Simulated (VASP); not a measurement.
# K: relaxation of cell and atoms with AM05

The system is K.

```
CELL_PARAMETERS angstrom
-2.64543 2.64543 2.64543
2.64543 -2.64543 2.64543
2.64543 2.64543 -2.64543
ATOMIC_POSITIONS crystal
K 0.00000 0.00000 0.00000
```

| Quantity | Value |
| --- | --- |
| Program | VASP 6.6.1 |
| Task | relaxation of cell and atoms |
| Functional | AM05 |
| Potentials or basis | VASP PAW PBE potentials, release 64 (K_sv) |
| Cutoff | 600 eV |
| k mesh | 10 × 10 × 10 |
| Occupations | methfessel-paxton, width 0.1 eV |
| Spin | no spin polarisation |
| Further INCAR settings | ALGO = Normal; EDIFF = 1e-07; IBRION = 2; EDIFFG = -0.005; NSW = 90; ISIF = 3 |

```yaml
Relaxed_volume: 74.11 Å³/atom
Relaxed_cell: a = 4.583 Å, b = 4.583 Å, c = 4.583 Å, α = 109.47°, β = 109.47°, γ = 109.47°
Space_group_after_relaxing_to_0.05_Å: Im-3m (No. 229)
Energy_gained_by_relaxing: 0.0 meV/atom
Ionic_steps: 2
Pressure_after_relaxing: 0.0 GPa
Band_gap_on_the_k_mesh: none (metal or under the smearing width)
```

Final structure:
```cif
data_structure
_symmetry_space_group_name_H-M 'P 1'
_symmetry_Int_Tables_number 1
_cell_length_a 4.5832
_cell_length_b 4.5832
_cell_length_c 4.5832
_cell_angle_alpha 109.471
_cell_angle_beta 109.471
_cell_angle_gamma 109.471
_cell_volume 74.11
loop_
_atom_site_label
_atom_site_type_symbol
_atom_site_fract_x
_atom_site_fract_y
_atom_site_fract_z
_atom_site_occupancy
K1 K 0.00000 0.00000 0.00000 1
```

Levels at points of the mesh, in eV from the Fermi level:
| k point | band 3 | band 4 | band 5 | band 6 | band 7 | band 8 |
| --- | --- | --- | --- | --- | --- | --- |
| (0.00, 0.00, 0.00) | -15.53 | -15.53 | -2.14 | 4.31 | 4.31 | 4.31 |
| (0.50, 0.00, 0.00) | -15.56 | -15.53 | 0.46 | 0.67 | 3.18 | 4.89 |
| (0.50, 0.50, 0.50) | -15.58 | -15.58 | 1.67 | 1.67 | 3.47 | 3.47 |

Wall time 38 s on 1 thread of Intel(R) Xeon(R) Platinum 8375C CPU @ 2.90GHz (Ice Lake) (shared host), peak memory 0.25 GiB.

Caveat: the PAW data sets were made with another functional, which shifts forces and pressure a little.
